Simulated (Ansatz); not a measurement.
**AlAs: strain energy, fitted**

AlAs, F-43m, a = 5.676 Å. Ansatz: PBEsol, PAW, 420 eV, Γ-centred 8×8×6 mesh on 4 atoms, Gaussian smearing 0.02 eV; no spin polarisation. Series: equal strain along all axes, cell held, atoms fixed by symmetry; x is the strain in per cent. y is the free energy over the unstrained cell, V0 = 22.856 Å³/atom.

```
x (%) y (meV/atom)
 -6.0             ?
 -4.0         83.72
 -2.0         19.40
  0.0          0.00
  2.0         17.70
  4.0         65.74
  6.0        138.30
```

Problem. Fit y = c2 x² + c3 x³ to the other rows, turn c2 into a modulus, and predict the missing energy.

Solution. Least squares on the rows shown. y = 4.6720 x² − 0.13863 x³. In eV per unit strain² c2 is 46.72; the stiffness is B for this strain (E = 9/2 B V0 ε², shape held): 2 × 46.72 × 160.2 / (9 × 22.856) = 73 GPa. The unstrained cell keeps some stress along the strain, worth a slope of 0.18 meV/atom per %, which the form leaves out. At x = -6.0 the fit asked for gives 198.14 meV/atom. The run gave 202.02 meV/atom, so the fit is 3.88 meV/atom too low, 1.9 % of the span of the series, against an rms of 0.20 meV/atom on the fitted rows. The row lies outside the fitted range. With a term in x⁴ added, a fit to the same known rows predicts 198.90 meV/atom, no real gain.

Cost: 7 runs of about 1.4 core-minutes in all, on Arm Neoverse V1 (shared hosts).